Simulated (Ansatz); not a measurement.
Zone-centre phonons of BP at 7 GPa: input and output

Level of theory: DFT PBE, scalar-relativistic, plane waves, PAW in Ansatz.

Launched with:
```bash
ansatz run input.yaml --threads 1 --pin off --max-ram 3072MiB --backend cpu --events-out ev --progress --plain --runs-dir out
```

Input (bare energies are in eV):
```yaml
crystal:
  lattice:
    - [0.0, 2.2440585177, 2.2440585177]
    - [2.2440585177, 0.0, 2.2440585177]
    - [2.2440585177, 2.2440585177, 0.0]
  atoms:
    - { symbol: B, position: [0.0, 0.0, 0.0] }
    - { symbol: P, position: [0.75, 0.75, 0.75] }
basis:
  ecutwfc: 420
kpoints:
  mp_grid: { grid: [10, 10, 10] }
hamiltonian:
  xc: pbe
scf:
  occupations: { method: fixed }
output:
  eigenvalues: true
phonons:
  method: dfpt
  dielectric: true
  rigid_motions: translations
  eigenvectors: true
```

The end of the output:
```
--- Phonons (Γ-DFPT): 2 representative perturbations + reference, on 171 of 1000 k-points (Σ response iterations 6) ---
  k mesh reduced under 4 symmetry operations, with k and −k counted as one. Each operation leaves every solved perturbation unchanged. A smaller set is not considered because the run solves the response ...
  ASR residual: 1.923e-4 → 0.000e0 eV/Å²; symmetrization residual: 2.557e-7 eV/Å²
  ASR residual per site (eV/Å²): 1.60e-4 1.92e-4
  Γ frequencies (cm⁻¹): 0.00 0.00 0.00 832.29 832.29 832.29
  ε∞ (high-frequency dielectric tensor):
        9.142399    -0.000000    -0.000000
       -0.000000     9.142399     0.000000
       -0.000000     0.000000     9.142399
  ε⁰ (static dielectric tensor: ions relaxed, cell fixed):
        9.294533    -0.000000    -0.000000
       -0.000000     9.294533     0.000000
       -0.000000     0.000000     9.294533
  ε⁰ − ε∞ (ionic part):
        0.152134     0.000000    -0.000000
        0.000000     0.152134    -0.000000
       -0.000000    -0.000000     0.152134
  softest optical mode at Γ: 832.29 cm⁻¹; the repairs (sum rule, projections) moved no ω² at Γ by more than (2.01 cm⁻¹)²
  Born effective charges Z* (e; rows j = field, columns β = displacement):
    site 0:
        -0.62280   -0.00000    0.00000
        -0.00000   -0.62280    0.00000
         0.00000   -0.00000   -0.62280
    site 1:
         0.62280    0.00000   -0.00000
         0.00000    0.62280   -0.00000
        -0.00000    0.00000    0.62280
  Z* charge neutrality: 3.099e-5 e pre-enforcement
  solved inside a basis spanned on kpoints, on 10×10×10 k-points, its susceptibility summed on 14×14×14: ε∞ is read to err by 2.7e-2, Z* by 5.5e-3 e (field_mesh: kpoints solves on kpoints); Z* is corrected for ...
  optical modes at Γ without the LO–TO term, one row a degenerate level:
      ω (cm⁻¹) modes IR ((D/Å)²/amu)
        832.29      3             3.3502
  optical modes at Γ + LO–TO along q̂ = [1.0000, 0.0000, 0.0000]:
      ω (cm⁻¹) modes IR ((D/Å)²/amu)
        832.29      2             2.2334
        839.18      1             1.1167
  optical modes at Γ + LO–TO along q̂ = [0.0000, 1.0000, 0.0000]:
      ω (cm⁻¹) modes IR ((D/Å)²/amu)
        832.29      2             2.2334
        839.18      1             1.1167
  optical modes at Γ + LO–TO along q̂ = [0.0000, 0.0000, 1.0000]:
      ω (cm⁻¹) modes IR ((D/Å)²/amu)
        832.29      2             2.2334
        839.18      1             1.1167
```

Time: 27 s on 1 thread of Arm Neoverse V1, with other jobs on the host, peak memory 0.44 GiB.